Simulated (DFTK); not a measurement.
The system is BP.

```xyz
2
Lattice="0.0000 2.2690 2.2690 2.2690 0.0000 2.2690 2.2690 2.2690 0.0000" Properties=species:S:1:pos:R:3 pbc="T T T"
P     3.4035    3.4035    3.4035
B     0.0000    0.0000    0.0000
```

Base run:

* Program: DFTK 0.8.2
* Functional: WC
* Potentials or basis: SG15 1.2 (PBE)
* Cutoff: 1225 eV
* k mesh: 10 × 10 × 10
* Occupations: fermi-dirac, width 0.05 eV
* Spin: no spin polarisation

Its results: band gap on the k mesh 1.16 eV, indirect (least direct gap 3.41 eV); pressure -1.1 GPa.

After a change of settings the same cell gave: band gap on the k mesh 1.28 eV, indirect (least direct gap 3.43 eV); pressure 0.4 GPa. Which change was it?
A. functional from WC to LDA
B. functional from WC to BLYP
C. functional from WC to PBEsol
D. functional from WC to PBE

D.

PBE binds less tightly than WC, so the same cell stands under more pressure.

Caveats: the potentials were made for another functional, which shifts forces and pressure (some runs).
